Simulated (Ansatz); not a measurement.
**Response of Cr to small distortions**

```xyz
2
Lattice="2.4853 0.0000 0.0000 -1.2427 2.1523 0.0000 0.0000 0.0000 4.4556" Properties=species:S:1:pos:R:3 pbc="T T T"
Cr    0.0000    1.4349    1.1139
Cr    1.2427    0.7174    3.3417
```

Atom numbers follow the list: Cr1, Cr2.

The structure comes from a relaxation in the same program, started in the hcp type, and has space group P6_3/mmc. Whether it is a known phase or the ground state wasn't checked.

Computed with DFT, PBE, all-electron LAPW, scalar-relativistic in Ansatz 0.2.0.

The runs use a Γ-centred 17×17×9 k mesh, Fermi–Dirac smearing of 0.05 eV, basis error target 1 meV/atom, spin-polarised from start moments Cr1 3, Cr2 3 μB (the moments died away, and the run ended non-magnetic).

The unchanged cell is at -0.07 GPa.

In a metal, stresses and small energies carry noise from the k mesh.

x, y and z are the Cartesian axes of the cell as listed; fractional coordinates follow a strain, and an engineering shear is twice the off-diagonal strain component.

Problem. With this change (xy engineering shear strain of +1 %), what becomes of the energy and stress and forces?

Solution. Energy change under 1 meV/atom; stress change (xx, yy, zz, yz, xz, xy) -0.02, 0.05, 0.00, 0.00, 0.00, 1.46 GPa, compression positive; change of the force on Cr2 (0.030, -0.001, 0.000) eV/Å.

With atom 2 (Cr) moved by (0.0800, 0.0000, 0.0000) Å: energy change under 1 meV/atom; stress change (xx, yy, zz, yz, xz, xy) -0.16, 0.54, -0.40, 0.00, 0.00, 1.55 GPa, compression positive; change of the force on Cr2 (0.050, -0.026, 0.000) eV/Å.

Problem. What force constant does this one finite step give for Cr2 along its displacement (all its periodic images move with it)?

Solution. k = −ΔF·u/|u|² = -0.62 eV/Å², so the force pushes the atom further, a sign of instability along this zone-centre pattern.
